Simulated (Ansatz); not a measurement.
**MoP: band structure with PBEsol**

Crystal: MoP.

```xyz
2
Lattice="3.2230 0.0000 0.0000 -1.6115 2.7912 0.0000 0.0000 0.0000 3.1910" Properties=species:S:1:pos:R:3 pbc="T T T"
Mo    0.0000    0.0000    0.0000
P     0.0000    1.8608    1.5955
```

* Program: Ansatz 0.2.0
* Task: band structure
* Functional: PBEsol
* Potentials or basis: all-electron LAPW, non-relativistic
* Cutoff: 254 eV (chosen from the basis error)
* Basis error allowed: 0.001 eV/atom
* k mesh: 10 × 10 × 8
* Occupations: fermi-dirac, width 0.05 eV
* Spin: no spin polarisation

| Property | Result |
| --- | --- |
| Pressure | -1.7 GPa |
| Band gap along the path | none (metal or under the smearing width) |

Stress tensor (GPa, compression positive):
```
-1.34  0.00  0.00
 0.00 -1.34  0.00
 0.00  0.00 -2.37
```

Levels at the corners of the path, in eV from the Fermi level:
| point | band 18 | band 19 | band 20 | band 21 | band 22 | band 23 | band 24 | band 25 | band 26 |
| --- | --- | --- | --- | --- | --- | --- | --- | --- | --- |
| Γ | -4.13 | -3.23 | -3.23 | -0.50 | 0.25 | 0.25 | 4.24 | 4.24 | 5.77 |
| M | -6.97 | -3.87 | -3.69 | -1.10 | -0.43 | 1.70 | 2.40 | 4.74 | 6.36 |
| K | -6.25 | -5.08 | -3.68 | -1.50 | -0.05 | 0.78 | 0.81 | 6.83 | 8.93 |
| Γ | -4.13 | -3.23 | -3.23 | -0.50 | 0.25 | 0.25 | 4.24 | 4.24 | 5.77 |
| A | -7.41 | -2.67 | -2.67 | -1.66 | -1.66 | 1.34 | 3.02 | 3.02 | 8.05 |
| L | -5.95 | -5.09 | -4.36 | -0.81 | 1.40 | 1.79 | 3.66 | 5.59 | 6.22 |
| H | -6.80 | -5.52 | -2.99 | -1.23 | 1.50 | 3.30 | 4.24 | 4.98 | 5.16 |
| A | -7.41 | -2.67 | -2.67 | -1.66 | -1.66 | 1.34 | 3.02 | 3.02 | 8.05 |

Wall time 24 s on 1 thread of Arm Neoverse V1, on a shared host, peak memory 0.32 GiB.

Caveat: relativity is left out, which matters for the heavier elements.
